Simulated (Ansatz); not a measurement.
The system is Tc.

```
Tc
1.0
     0.00000    1.95000    1.95000
     1.95000    0.00000    1.95000
     1.95000    1.95000    0.00000
Tc
1
Direct
  0.00000 0.00000 0.00000
```

This isn't the form of Tc at room conditions, which is hcp.

| Quantity | Value |
| --- | --- |
| Program | Ansatz 0.2.0 |
| Task | relaxation of cell and atoms |
| Functional | revPBE |
| Potentials or basis | all-electron LAPW, scalar-relativistic |
| Basis error allowed | 0.001 eV/atom |
| k mesh | 12 × 12 × 12 |
| Occupations | fermi-dirac, width 0.05 eV |
| Spin | no spin polarisation |

At the start: volume 14.83 Å³/atom.

Task: How do energy, volume and symmetry change on relaxing?

Result: Over 4 steps the energy falls by 2.1 meV/atom and the volume is 14.64 Å³/atom (-1.3 %); space group Fm-3m (No. 225, to 0.05 Å).

Step by step:
```csv
step,energy change (eV),largest force (eV/Å),volume (Å³)
1,0.0000,0.0000,14.83
2,-0.0021,0.0000,14.65
3,-0.0021,0.0000,14.64
4,-0.0021,0.0000,14.64
```

Final structure:
```cif
data_structure
_symmetry_space_group_name_H-M 'P 1'
_symmetry_Int_Tables_number 1
_cell_length_a 2.7460
_cell_length_b 2.7460
_cell_length_c 2.7460
_cell_angle_alpha 60.000
_cell_angle_beta 60.000
_cell_angle_gamma 60.000
_cell_volume 14.64
loop_
_atom_site_label
_atom_site_type_symbol
_atom_site_fract_x
_atom_site_fract_y
_atom_site_fract_z
_atom_site_occupancy
Tc1 Tc 0.00000 0.00000 0.00000 1
```
